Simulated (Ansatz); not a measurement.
**GaSb under changes of volume**

One of the cells (28.625 Å³/atom); the others are scaled copies at fixed shape and fractional positions:

```
Sb Ga
1.0
     0.00000    3.05900    3.05900
     3.05900    0.00000    3.05900
     3.05900    3.05900    0.00000
Sb Ga
1 1
Direct
  0.75000 0.75000 0.75000
  0.00000 0.00000 0.00000
```

| Property | Result |
| --- | --- |
| Program | Ansatz 0.2.0 |
| Functional | PBEsol |
| Potentials or basis | Ansatz PAW |
| Cutoff | 420 eV (not typed: the program's choice for these potentials) |
| k mesh | 8 × 8 × 8 |
| Occupations | fermi-dirac, width 0.05 eV |
| Spin | spin-orbit coupling, no magnetisation |

```csv
volume (Å³/atom),energy over the lowest point (meV/atom),pressure (GPa)
26.907,16.86,3.5
27.480,6.95,2.1
28.052,?,?
28.625,0.00,-0.1
29.197,2.16,-1.1
29.770,7.56,-1.9
30.342,15.83,-2.7
```

What does the run at 28.052 Å³/atom give?

Energy over the lowest point 1.47 meV/atom; pressure 1.0 GPa.

Worked out: A Birch-Murnaghan fit of order 3 (a polynomial in V^(-2/3)) to the other rows has its minimum at 28.56 Å³/atom with B0 = V·E''(V) = 51 GPa and B' = 4.3. It gives 1.48 meV/atom at 28.052 Å³/atom, against the run's 1.47, and -dE/dV = 0.9 GPa, against 1.0.

Energies are extrapolated to zero smearing.

Caveats: the PAW data sets come from PBE, with cores solved anew for the run's functional, which leaves a small shift of forces and pressure.
